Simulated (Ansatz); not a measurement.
The system is Ag.

```
Ag
1.0
     2.93000    0.00000    0.00000
    -1.46500    2.53745    0.00000
     0.00000    0.00000    4.79000
Ag
2
Direct
  0.66667 0.33333 0.75000
  0.33333 0.66667 0.25000
```

This isn't the form of Ag at room conditions, which is fcc.

- Program: Ansatz 0.2.0
- Task: relaxation of cell and atoms
- Functional: B3LYP
- Potentials or basis: Ansatz PAW
- Cutoff: 420 eV (not typed: the program's choice for these potentials)
- k mesh: 5 × 5 × 3
- Occupations: fermi-dirac, width 0.05 eV
- Spin: no spin polarisation

At the start: volume 17.81 Å³/atom.

Where does the relaxation end?

It ends after 5 steps and the volume is 18.76 Å³/atom (+5.3 %); space group P6_3/mmc (No. 194, to 0.05 Å).

Step by step:
| step | energy change (eV) | largest force (eV/Å) | volume (Å³) |
| --- | --- | --- | --- |
| 1 | 0.0000 | 0.0000 | 35.61 |
| 2 | -0.0125 | 0.0000 | 39.07 |
| 3 | -0.0264 | 0.0000 | 37.74 |
| 4 | -0.0268 | 0.0000 | 37.52 |
| 5 | -0.0280 | 0.0000 | 37.52 |

Final structure:
```xyz
2
Lattice="2.9645 0.0000 0.0000 -1.4823 2.5673 0.0000 0.0000 0.0000 4.9293" Properties=species:S:1:pos:R:3 pbc="T T T"
Ag    1.4823    0.8558    3.6969
Ag    0.0000    1.7116    1.2323
```

Caveat: the k mesh is coarse (spacing up to 0.50 Å⁻¹), so the values aren't converged, least of all with exact exchange; the plane-wave basis is chosen anew once the cell has moved, so the energies of steps on either side of that aren't comparable; the PAW data sets come from PBE, with cores solved anew for the run's functional, which leaves a small shift of forces and pressure.
